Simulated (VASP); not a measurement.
Ir under changes of volume

One of the cells (13.934 Å³/atom); the others are scaled copies at fixed shape and fractional positions:

```
Ir
1.0
     0.00000    1.90990    1.90990
     1.90990    0.00000    1.90990
     1.90990    1.90990    0.00000
Ir
1
Cartesian
  0.0000 0.0000 0.0000
```

```yaml
Program: VASP 6.6.1
Functional: LDA
Potentials_or_basis: VASP PAW LDA potentials, release 64 (Ir)
Cutoff: 520 eV
k_mesh: 10 × 10 × 10
Occupations: fermi-dirac, width 0.05 eV
Spin: no spin polarisation
```

| volume (Å³/atom) | energy over the lowest point (meV/atom) | pressure (GPa) |
| --- | --- | --- |
| 13.376 | ? | ? |
| 13.655 | 7.11 | 8.4 |
| 13.934 | 0.00 | -0.2 |
| 14.212 | 6.97 | -7.8 |
| 14.491 | 26.41 | -14.5 |

What does the run at 13.376 Å³/atom give?

Energy over the lowest point 30.10 meV/atom; pressure 18.1 GPa.

Worked out: A Birch-Murnaghan fit of order 2 (a polynomial in V^(-2/3)) to the other rows has its minimum at 13.93 Å³/atom with B0 = V·E''(V) = 400 GPa. It gives 29.58 meV/atom at 13.376 Å³/atom, against the run's 30.10, and -dE/dV = 17.6 GPa, against 18.1.

Energies are extrapolated to zero smearing.
